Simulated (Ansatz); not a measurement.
Abstraction of H: C4H8 + CF3 → C4H7 + CHF3

Species: C4H8 (cyclobutane) `C1CCC1`, singlet; CF3 (trifluoromethyl radical) `F[C](F)F`, doublet; C4H7 (cyclobutyl radical) `[CH]1CCC1`, doublet; CHF3 (trifluoromethane) `FC(F)F`, singlet. A radical takes H: the energy is the difference in strength between two C–H bonds in different surroundings.

Shapes, held fixed at every level: PBE0-D4/def2-TZVP. Programs: Ansatz 0.2.0. The zero-point and thermal change to 298 K, harmonic and unscaled (PBE0-D4/def2-TZVP), is -4.7 kJ/mol.

Problem. Estimate ΔH(298 K) of this reaction.

Solution. The highest level, CCSD(T)/CBS estimate, gives ΔH(298 K) = -30.3 kJ/mol; the levels span -32.5 to -20.8. The column of differences is taken from that level and isn't an error. No measured value is set beside it here. Open shells run unrestricted unless RO is named. The CBS estimate extrapolates MP2 from def2-TZVPP and def2-QZVPP and adds CCSD(T) − MP2 in the triple-zeta set, cores frozen.

```json
{"level": "B3LYP-D4/def2-TZVPP", "kind": "global hybrid", "ΔH(298 K) (kJ/mol)": "-29.0", "less CCSD(T)/CBS estimate": "+1.3"}
{"level": "BHLYP-D4/def2-TZVPP", "kind": "global hybrid", "ΔH(298 K) (kJ/mol)": "-32.5", "less CCSD(T)/CBS estimate": "-2.2"}
{"level": "r2SCAN0-D4/def2-TZVPP", "kind": "global hybrid", "ΔH(298 K) (kJ/mol)": "-29.2", "less CCSD(T)/CBS estimate": "+1.1"}
{"level": "wB97M-V/def2-TZVPP", "kind": "range-separated hybrid", "ΔH(298 K) (kJ/mol)": "-31.0", "less CCSD(T)/CBS estimate": "-0.7"}
{"level": "B2PLYP/def2-TZVPP", "kind": "double hybrid", "ΔH(298 K) (kJ/mol)": "-27.3", "less CCSD(T)/CBS estimate": "+3.0"}
{"level": "MP2/def2-TZVPP", "kind": "perturbation theory", "ΔH(298 K) (kJ/mol)": "-20.8", "less CCSD(T)/CBS estimate": "+9.5"}
{"level": "CCSD(T)/def2-SVP", "kind": "coupled cluster or CI", "ΔH(298 K) (kJ/mol)": "-21.8", "less CCSD(T)/CBS estimate": "+8.5"}
{"level": "CCSD(T)/CBS estimate", "kind": "coupled cluster or CI", "ΔH(298 K) (kJ/mol)": "-30.3", "less CCSD(T)/CBS estimate": "0.0"}
```
